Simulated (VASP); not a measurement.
**GW on BaTe: a test of the settings**

Aim: test the GW correction to the gap of BaTe. The starting structure is a measured crystal structure from the Crystallography Open Database. Cell and atoms stay as given.

Program: VASP 6.6.1. Level of theory: GW on LDA orbitals, with plane waves and PAW data sets made for GW. Results are calculated unless marked as measured.

The database entry behind the starting cell differs from later determinations by our own check (about 0.2 % short), so it need not match the best structure at ambient conditions.

**1. Set-up**

Symmetry: Fm-3m, No. 225, cubic system. Conventional cell: a = 6.986 Å, b = 6.986 Å, c = 6.986 Å, α = 90.00°, β = 90.00°, γ = 90.00°. Nearest to Ba lie 6 Te at 3.49 Å. Nearest to Te lie 6 Ba at 3.49 Å. Farther neighbours and most contacts between anions are not listed.

Structure file:

```xyz
2
Lattice="0.0000 3.4930 3.4930 3.4930 0.0000 3.4930 3.4930 3.4930 0.0000" Properties=species:S:1:pos:R:3 pbc="T T T"
Ba    0.0000    0.0000    0.0000
Te    3.4930    3.4930    3.4930
```

**2. G0W0 (response cutoff 100 eV, 3×3×3 mesh)**

It reads the orbitals and their derivatives (WAVECAR and WAVEDER) of a run with the empty bands, which follows a ground-state run; neither is shown.

File INCAR:

```
SYSTEM = BaTe
PREC = Accurate
ENCUT = 300
ISMEAR = 0
SIGMA = 0.01
LREAL = .FALSE.
GGA = CA
NBANDS = 196
ALGO = EVGW0
NELMGW = 1
ENCUTGW = 100
NOMEGA = 40
PRECFOCK = Fast
NBANDSGW = 16
LWAVE = .FALSE.
LCHARG = .FALSE.
```

File POSCAR:

```
BaTe
1.0
    0.0000000000      3.4930000000      3.4930000000
    3.4930000000      0.0000000000      3.4930000000
    3.4930000000      3.4930000000      0.0000000000
Ba Te
1 1
Direct
    0.0000000000      0.0000000000      0.0000000000
    0.5000000000      0.5000000000      0.5000000000
```

File KPOINTS:

```
Automatic mesh
0
Gamma
3 3 3
0 0 0
```

The projector-augmented-wave data sets are Ba_sv_GW and Te_GW (LDA family, release 64).

Started as:

```sh
mpirun -np 4 vasp_std
```

Log:

```text
[banner, memory and clock lines left out]
running    4 mpi-ranks, on    1 nodes
 distrk:  each k-point on    4 cores,    1 groups
 distr:  one band on    1 cores,    4 groups

 POSCAR found type information on POSCAR BaTe
 POSCAR found :  2 types and       2 ions
|                                                                             |
|           W    W    AA    RRRRR   N    N  II  N    N   GGGG   !!!           |
|           W    W   A  A   R    R  NN   N  II  NN   N  G    G  !!!           |
|           W    W  A    A  R    R  N N  N  II  N N  N  G       !!!           |
|           W WW W  AAAAAA  RRRRR   N  N N  II  N  N N  G  GGG   !            |
|           WW  WW  A    A  R   R   N   NN  II  N   NN  G    G                |
|           W    W  A    A  R    R  N    N  II  N    N   GGGG   !!!           |
|                                                                             |
|     The default for ENCUTGWSOFT is different in this version of VASP.       |
|     please manually set ENCUTGWSOFT =100 in the INCAR file.                 |
|                                                                             |

 LDA part: xc-table for (Slater(with rela. corr.)+CA(PZ))
 , standard interpolation
 found WAVECAR, reading the header
 POSCAR, INCAR and KPOINTS ok, starting setup
 FFT: planning ... GRIDC
 FFT: planning ... GRID_SOFT
 FFT: planning ... GRID
 reading WAVECAR
 the WAVECAR file was read successfully
 initial charge from wavefunction
 available memory per node:    178.62 GB, setting MAXMEM to    182909

 The Fermi energy was updated, please check that it is located mid-gap
 values below the HOMO (VB) or above the LUMO (CB) will cause erroneous energies
 E-fermi :   4.1613

 calculate exact exchange contribution
 the WAVEDER file was read successfully
energies w=
    0.000    0.000    0.710    0.000    1.416    0.000    2.114    0.000
    2.800    0.000    3.473    0.000    4.131    0.000    4.775    0.000
    5.404    0.000    6.021    0.000    6.627    0.000    7.224    0.000
    7.816    0.000    8.405    0.000    8.995    0.000    9.590    0.000
   10.193    0.000   10.810    0.000   11.446    0.000   12.105    0.000
   12.797    0.000   13.527    0.000   14.305    0.000   15.144    0.000
   16.058    0.000   17.065    0.000   18.187    0.000   19.456    0.000
   20.912    0.000   22.611    0.000   24.629    0.000   27.080    0.000
   30.131    0.000   34.047    0.000   39.263    0.000   46.561    0.000
   57.485    0.000   75.575    0.000  111.135    0.000  212.180    0.000
 responsefunction array rank=     204
 LDA part: xc-table for (Slater(with rela. corr.)+CA(PZ))
 , standard interpolation

 min. memory requirement per mpi rank    114.7 MB, per node    458.6 MB

 allocating  10 responsefunctions rank=   204
 shmem allocating  40 responsefunctions rank=   204
 response function shared by NCSHMEM nodes    1
 Doing           10  frequencies on each core in blocks of           40
NQ=   1    0.0000    0.0000    0.0000,
|.........|.........|.........|.........|.........|.........|.........|.........
 performed        106000 updates of chi_q(r,r)
 total number of BLAS operations         27.86 Gflops
NQ=   2    0.3333    0.0000    0.0000,
|.........|.........|.........|.........|.........|.........|.........|.........
 performed        331000 updates of chi_q(r,r)
 total number of BLAS operations         98.58 Gflops
NQ=   3    0.3333    0.3333    0.0000,
|.........|.........|.........|.........|.........|.........|.........|.........
 performed        531000 updates of chi_q(r,r)
 total number of BLAS operations        163.99 Gflops
NQ=   4   -0.3333    0.3333    0.0000,
|.........|.........|.........|.........|.........|.........|.........|.........
 performed        769000 updates of chi_q(r,r)
 total number of BLAS operations        229.86 Gflops
 resolving degeneracies of screened two electron integrals

 calculate QP shifts <psi_nk| G(iteration)W_0 |psi_nk>: iteration 1
 entering main loop
```

The job ended after 23 s (4 MPI ranks of AMD EPYC 7R43, shared host; peak memory 0.61 GiB).

Lines that name or quote the potential files are left out of all logs, and their timing lines are given in words.

Parts of OUTCAR (step 2):

```text
ion  position               nearest neighbor table
   1  0.000  0.000  0.000-   2 3.49   2 3.49   2 3.49   2 3.49   2 3.49   2 3.49
   2  0.500  0.500  0.500-   1 3.49   1 3.49   1 3.49   1 3.49   1 3.49   1 3.49

  LATTYP: Found a face centered cubic cell.
 ALAT       =     6.9860000000

 Subroutine GETGRP returns: Found 48 space group operations
 (whereof 48 operations were pure point group operations)

The static configuration has the point symmetry O_h .

 Found      4 irreducible k-points:

   k-points           NKPTS =      4   k-points in BZ     NKDIM =     27   number of bands    NBANDS=    196

   dimension x,y,z NGX =    28 NGY =   28 NGZ =   28
   dimension x,y,z NGXF=    56 NGYF=   56 NGZF=   56

   ENCUT  =  300.0 eV  22.05 Ry    4.70 a.u.   6.98  6.98  6.98*2*pi/ulx,y,z

   NELECT =      16.0000    total number of electrons

  energy-cutoff  :      300.00
  volume of cell :       85.24
      direct lattice vectors                 reciprocal lattice vectors
     0.000000000  3.493000000  3.493000000    -0.143143430  0.143143430  0.143143430
     3.493000000  0.000000000  3.493000000     0.143143430 -0.143143430  0.143143430
     3.493000000  3.493000000  0.000000000     0.143143430  0.143143430 -0.143143430

 k-points in reciprocal lattice and weights: Automatic mesh
   0.00000000  0.00000000  0.00000000       0.037
   0.33333333  0.00000000  0.00000000       0.296
   0.33333333  0.33333333  0.00000000       0.222
  -0.33333333  0.33333333  0.00000000       0.444

 E-fermi :   4.1613

 QP shifts <psi_nk| G(iteration)W_0 |psi_nk>: iteration 1
 for sc-GW calculations column KS-energies equals QP-energies in previous step
 and V_xc(KS)=  KS-energies - (<T + V_ion + V_H > + <T+V_H+V_ion>^1  + <V_x>^1)
 k-point   1 :       0.0000    0.0000    0.0000
  band No.  KS-energies  QP-energies   sigma(KS)   V_xc(KS)     V^pw_x(r,r')   Z            occupation Imag(sigma)
    ...
      5      -6.2296      -6.7401     -12.0610     -11.3308     -17.1460       0.6990       2.0000       1.1779
      6       3.3216       2.7843     -11.3936     -10.6834     -12.7152       0.7566       2.0000       0.1520
      7       3.3216       2.7843     -11.3936     -10.6834     -12.7152       0.7566       2.0000       0.1520
      8       3.3216       2.7843     -11.3936     -10.6834     -12.7152       0.7566       2.0000       0.1520
      9       6.0836       6.7287      -7.2007      -8.0296      -3.5872       0.7782       0.0000      -0.1649
     10       6.1768       6.7842      -7.8716      -8.6630      -4.0007       0.7676       0.0000      -0.1901
     11       6.1768       6.7842      -7.8716      -8.6630      -4.0007       0.7676       0.0000      -0.1901
     12       6.1768       6.7842      -7.8716      -8.6630      -4.0007       0.7676       0.0000      -0.1901
    ...

 k-point   2 :       0.3333    0.0000    0.0000
  band No.  KS-energies  QP-energies   sigma(KS)   V_xc(KS)     V^pw_x(r,r')   Z            occupation Imag(sigma)
    ...
      5      -5.6467      -6.1316     -12.7583     -12.0835     -17.3715       0.7186       2.0000       0.9849
      6       1.4750       0.8636     -10.2464      -9.4177     -11.9153       0.7378       2.0000       0.2082
      7       2.4274       1.8595     -10.9727     -10.2132     -12.4256       0.7478       2.0000       0.1691
      8       2.4274       1.8595     -10.9727     -10.2132     -12.4256       0.7478       2.0000       0.1691
      9       6.5852       7.1391      -7.4331      -8.1533      -3.6130       0.7691       0.0000      -0.1937
     10       7.3560       8.0679      -8.2496      -9.1923      -4.0362       0.7552       0.0000      -0.2264
     11       7.3560       8.0679      -8.2496      -9.1923      -4.0362       0.7552       0.0000      -0.2264
     12       8.6091       9.2302      -8.3014      -9.1226      -4.2327       0.7564       0.0000      -0.2532
    ...

 k-point   3 :       0.3333    0.3333    0.0000
  band No.  KS-energies  QP-energies   sigma(KS)   V_xc(KS)     V^pw_x(r,r')   Z            occupation Imag(sigma)
    ...
      5      -5.9085      -6.3873     -12.3973     -11.7204     -17.2612       0.7075       2.0000       1.0845
      6       1.8275       1.1932     -10.7063      -9.8521     -12.4075       0.7425       2.0000       0.1969
      7       2.9754       2.4076     -11.2412     -10.4856     -12.6392       0.7514       2.0000       0.1574
      8       2.9754       2.4076     -11.2412     -10.4856     -12.6392       0.7514       2.0000       0.1574
      9       5.0009       5.4739      -7.3276      -7.9377      -3.7721       0.7752       0.0000      -0.1685
     10       7.3929       8.1341      -8.0343      -8.9983      -4.1263       0.7689       0.0000      -0.1902
     11       7.4855       8.2550      -9.1776     -10.1845      -5.2355       0.7643       0.0000      -0.1908
     12       8.5269       9.3925      -8.8507     -10.0118      -4.2988       0.7455       0.0000      -0.2792
    ...

 k-point   4 :      -0.3333    0.3333    0.0000
  band No.  KS-energies  QP-energies   sigma(KS)   V_xc(KS)     V^pw_x(r,r')   Z            occupation Imag(sigma)
    ...
      5      -5.7199      -6.1869     -12.6081     -11.9523     -17.3296       0.7121       2.0000       1.0236
      6       1.7369       1.1191     -10.4892      -9.6572     -12.1258       0.7425       2.0000       0.1961
      7       2.3585       1.7454     -10.8561     -10.0361     -12.3892       0.7476       2.0000       0.1705
      8       2.4154       1.8334     -11.0698     -10.2888     -12.5774       0.7453       2.0000       0.1725
      9       6.4138       6.9834      -7.7850      -8.5283      -3.9444       0.7664       0.0000      -0.1922
     10       7.7721       8.4830      -8.3603      -9.3008      -4.1911       0.7559       0.0000      -0.2366
     11       8.0277       8.8255      -8.4139      -9.4788      -3.9602       0.7493       0.0000      -0.2606
     12       8.1908       9.0375      -8.8895     -10.0007      -4.7491       0.7620       0.0000      -0.2120
    ...
```

G0W0 (response cutoff 100 eV, 3×3×3 mesh): the quasiparticle gap on this mesh is 2.690 eV, +1.010 eV from the LDA gap on the same points, with 196 bands.

**3. G0W0 (response cutoff 160 eV, 3×3×3 mesh)**

It reads the orbitals and their derivatives (WAVECAR and WAVEDER) of a run with the empty bands, which follows a ground-state run; neither is shown.

INCAR, as its differences from that of step 2:

```diff
@@ -7,6 +7,6 @@
 GGA = CA
-NBANDS = 196
+NBANDS = 392
 ALGO = EVGW0
 NELMGW = 1
-ENCUTGW = 100
+ENCUTGW = 160
 NOMEGA = 40
```

POSCAR is that of step 2.

KPOINTS is that of step 2.

Started as:

```sh
mpirun -np 4 vasp_std
```

Log:

```text
[banner, memory and clock lines left out]
running    4 mpi-ranks, on    1 nodes
[...]
|                                                                             |
|           W    W    AA    RRRRR   N    N  II  N    N   GGGG   !!!           |
|           W    W   A  A   R    R  NN   N  II  NN   N  G    G  !!!           |
|           W    W  A    A  R    R  N N  N  II  N N  N  G       !!!           |
|           W WW W  AAAAAA  RRRRR   N  N N  II  N  N N  G  GGG   !            |
|           WW  WW  A    A  R   R   N   NN  II  N   NN  G    G                |
|           W    W  A    A  R    R  N    N  II  N    N   GGGG   !!!           |
|                                                                             |
|     The default for ENCUTGWSOFT is different in this version of VASP.       |
|     please manually set ENCUTGWSOFT =160 in the INCAR file.                 |
|                                                                             |

 LDA part: xc-table for (Slater(with rela. corr.)+CA(PZ))
[...]
min. memory requirement per mpi rank    238.4 MB, per node    953.7 MB

 allocating  10 responsefunctions rank=   404
 shmem allocating  40 responsefunctions rank=   404
 response function shared by NCSHMEM nodes    1
 Doing           10  frequencies on each core in blocks of           40
NQ=   1    0.0000    0.0000    0.0000,
|.........|.........|.........|.........|.........|.........|.........|.........
 performed        216000 updates of chi_q(r,r)
 total number of BLAS operations        258.88 Gflops
NQ=   2    0.3333    0.0000    0.0000,
|.........|.........|.........|.........|.........|.........|.........|.........
 performed        670000 updates of chi_q(r,r)
 total number of BLAS operations        808.96 Gflops
NQ=   3    0.3333    0.3333    0.0000,
|.........|.........|.........|.........|.........|.........|.........|.........
 performed       1074000 updates of chi_q(r,r)
 total number of BLAS operations       1293.28 Gflops
NQ=   4   -0.3333    0.3333    0.0000,
|.........|.........|.........|.........|.........|.........|.........|.........
 performed       1553000 updates of chi_q(r,r)
 total number of BLAS operations       1916.27 Gflops
 resolving degeneracies of screened two electron integrals

 calculate QP shifts <psi_nk| G(iteration)W_0 |psi_nk>: iteration 1
 entering main loop
[key lines of the parts left out:]
E-fermi :   4.1613
```

Wall time 60 s (4 MPI ranks); peak memory 1.2 GiB; 3.9 min of CPU time.

From OUTCAR (step 3):

```text
 QP shifts <psi_nk| G(iteration)W_0 |psi_nk>: iteration 1
 for sc-GW calculations column KS-energies equals QP-energies in previous step
 and V_xc(KS)=  KS-energies - (<T + V_ion + V_H > + <T+V_H+V_ion>^1  + <V_x>^1)
 k-point   1 :       0.0000    0.0000    0.0000
  band No.  KS-energies  QP-energies   sigma(KS)   V_xc(KS)     V^pw_x(r,r')   Z            occupation Imag(sigma)
    ...
      5      -6.2296      -6.9427     -12.3517     -11.3308     -17.1460       0.6984       2.0000       1.1315
      6       3.3216       2.6247     -11.6056     -10.6834     -12.7152       0.7558       2.0000       0.1400
      7       3.3216       2.6247     -11.6056     -10.6834     -12.7152       0.7558       2.0000       0.1400
      8       3.3216       2.6247     -11.6056     -10.6834     -12.7152       0.7558       2.0000       0.1400
      9       6.0836       6.6415      -7.3124      -8.0296      -3.5872       0.7779       0.0000      -0.1705
     10       6.1768       6.7065      -7.9723      -8.6630      -4.0007       0.7669       0.0000      -0.1884
     11       6.1768       6.7065      -7.9723      -8.6630      -4.0007       0.7669       0.0000      -0.1884
     12       6.1768       6.7065      -7.9723      -8.6630      -4.0007       0.7669       0.0000      -0.1884
    ...

[... 1 part as in an earlier step ...]

[... 2 further parts left out ...]
[key lines of the parts left out:]
E-fermi :   4.1613
```

G0W0 (response cutoff 160 eV, 3×3×3 mesh): the quasiparticle gap on this mesh is 2.789 eV, +1.110 eV from the LDA gap on the same points, with 392 bands.

**4. G0W0 (response cutoff 240 eV, 3×3×3 mesh)**

It reads the orbitals and their derivatives (WAVECAR and WAVEDER) of a run with the empty bands, which follows a ground-state run; neither is shown.

INCAR, as its differences from that of step 3:

```diff
@@ -7,6 +7,6 @@
 GGA = CA
-NBANDS = 392
+NBANDS = 720
 ALGO = EVGW0
 NELMGW = 1
-ENCUTGW = 160
+ENCUTGW = 240
 NOMEGA = 40
```

POSCAR is that of step 3.

KPOINTS is that of step 3.

Started as:

```sh
mpirun -np 4 vasp_std
```

Log:

```text
[banner, memory and clock lines left out]
running    4 mpi-ranks, on    1 nodes
[...]
|                                                                             |
|           W    W    AA    RRRRR   N    N  II  N    N   GGGG   !!!           |
|           W    W   A  A   R    R  NN   N  II  NN   N  G    G  !!!           |
|           W    W  A    A  R    R  N N  N  II  N N  N  G       !!!           |
|           W WW W  AAAAAA  RRRRR   N  N N  II  N  N N  G  GGG   !            |
|           WW  WW  A    A  R   R   N   NN  II  N   NN  G    G                |
|           W    W  A    A  R    R  N    N  II  N    N   GGGG   !!!           |
|                                                                             |
|     The default for ENCUTGWSOFT is different in this version of VASP.       |
|     please manually set ENCUTGWSOFT =240 in the INCAR file.                 |
|                                                                             |

 LDA part: xc-table for (Slater(with rela. corr.)+CA(PZ))
[...]
min. memory requirement per mpi rank    592.9 MB, per node   2371.7 MB

 allocating  10 responsefunctions rank=   748
 shmem allocating  40 responsefunctions rank=   748
 response function shared by NCSHMEM nodes    1
 Doing           10  frequencies on each core in blocks of           40
NQ=   1    0.0000    0.0000    0.0000,
|.........|.........|.........|.........|.........|.........|.........|.........
 performed        399000 updates of chi_q(r,r)
 total number of BLAS operations       1680.92 Gflops
NQ=   2    0.3333    0.0000    0.0000,
|.........|.........|.........|.........|.........|.........|.........|.........
 performed       1236000 updates of chi_q(r,r)
 total number of BLAS operations       5399.61 Gflops
NQ=   3    0.3333    0.3333    0.0000,
|.........|.........|.........|.........|.........|.........|.........|.........
 performed       1981000 updates of chi_q(r,r)
 total number of BLAS operations       8464.99 Gflops
NQ=   4   -0.3333    0.3333    0.0000,
|.........|.........|.........|.........|.........|.........|.........|.........
 performed       2864000 updates of chi_q(r,r)
 total number of BLAS operations      12088.79 Gflops
 resolving degeneracies of screened two electron integrals

 calculate QP shifts <psi_nk| G(iteration)W_0 |psi_nk>: iteration 1
 entering main loop
[key lines of the parts left out:]
E-fermi :   4.1613
```

Wall time 3.2 min (4 MPI ranks); peak memory 2.6 GiB.

OUTCAR, selected parts (step 4):

```text
 QP shifts <psi_nk| G(iteration)W_0 |psi_nk>: iteration 1
 for sc-GW calculations column KS-energies equals QP-energies in previous step
 and V_xc(KS)=  KS-energies - (<T + V_ion + V_H > + <T+V_H+V_ion>^1  + <V_x>^1)
 k-point   1 :       0.0000    0.0000    0.0000
  band No.  KS-energies  QP-energies   sigma(KS)   V_xc(KS)     V^pw_x(r,r')   Z            occupation Imag(sigma)
    ...
      5      -6.2296      -7.0816     -12.5526     -11.3308     -17.1460       0.6973       2.0000       1.0643
      6       3.3216       2.5420     -11.7166     -10.6834     -12.7152       0.7545       2.0000       0.0800
      7       3.3216       2.5420     -11.7166     -10.6834     -12.7152       0.7545       2.0000       0.0800
      8       3.3216       2.5420     -11.7166     -10.6834     -12.7152       0.7545       2.0000       0.0800
      9       6.0836       6.5822      -7.3886      -8.0296      -3.5872       0.7779       0.0000      -0.2039
     10       6.1768       6.6683      -8.0232      -8.6630      -4.0007       0.7681       0.0000      -0.2342
     11       6.1768       6.6683      -8.0232      -8.6630      -4.0007       0.7681       0.0000      -0.2342
     12       6.1768       6.6683      -8.0232      -8.6630      -4.0007       0.7681       0.0000      -0.2342
    ...

[... 1 part as in an earlier step ...]

[... 2 further parts left out ...]
[key lines of the parts left out:]
E-fermi :   4.1613
```

G0W0 (response cutoff 240 eV, 3×3×3 mesh): the quasiparticle gap on this mesh is 2.841 eV, +1.162 eV from the LDA gap on the same points, with 720 bands.

[end of part 1 of 2]

[Lines on the potential files, build, host, timing and source positions are cut from VASP's logs without a mark.]

[Logs are printed without paths, hosts, clocks, repeated set-up lines and the standing remarks that a program may print on its own settings, such as how far it seeks lower states.]

[Hosts, paths, dates, database ids (printed as entryN), source tags and the programs' standing remarks are cut or masked in the printed files.]
